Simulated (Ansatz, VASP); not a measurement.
**Cs: VASP beside Ansatz**

The input INCAR:

```
ALGO = Normal
EDIFF = 1E-8
ENCUT = 520
ISIF = 2
ISMEAR = -1
LASPH = True
LCHARG = False
LEFG = True
LREAL = False
LWAVE = False
NBANDS = 10
NELM = 60
PREC = Accurate
SIGMA = 0.05
```

File KPOINTS:

```
k-points
0
Gamma
  9 9 9
```

File POSCAR:

```
Cs
1.0
   -3.0225000000      3.0225000000      2.9922750000
    3.0225000000     -3.0225000000      2.9922750000
    3.0225000000      3.0225000000     -2.9922750000
Cs
1
Direct
    0.0000000000      0.0000000000      0.0000000000
```

Input for Ansatz:

```yaml
crystal:
  lattice:
    - [-3.0225, 3.0225, 2.992275]
    - [3.0225, -3.0225, 2.992275]
    - [3.0225, 3.0225, -2.992275]
  atoms:
    - { symbol: Cs, position: [0.0, 0.0, 0.0] }
kpoints:
  mp_grid: { grid: [9, 9, 9] }
scf:
  occupations: { method: fermi_dirac, width: 0.05 }
hamiltonian:
  xc: lda
  pseudopotentials: { kind: all_electron, datasets: crystal }
output:
  forces: true
  stress: true
  eigenvalues: true
  efg: { contact_densities: true }
```

Change from the starting cell: zz strain of -1 %, crystal datasets.

Alike in both runs: task electric field gradients; functional LDA; k mesh 9 × 9 × 9; occupations fermi-dirac, width 0.05 eV; no spin polarisation.

```csv
,VASP,Ansatz
version,VASP 6.6.1,Ansatz 0.2.0
potentials or method,"VASP PAW LDA potentials, release 64 (Cs_sv)","all-electron PAW with datasets made for the crystal, scalar-relativistic"
plane-wave cutoff (eV),520,see its input
```

|  | VASP | Ansatz | Ansatz less VASP |
| --- | --- | --- | --- |
| pressure (GPa) | -0.3 | -0.3 | +0.01 |
| Vzz of the field gradient on the site that differs most (V/Å²) | 0.1 | 0.1 | -0.01 |

Ansatz ran all-electron here, so the differences hold the error of VASP's frozen core and of both bases. Ansatz warned: «gradients_without_spin_orbit».

The runs have no spin-orbit coupling, so splittings on Cs are missing.
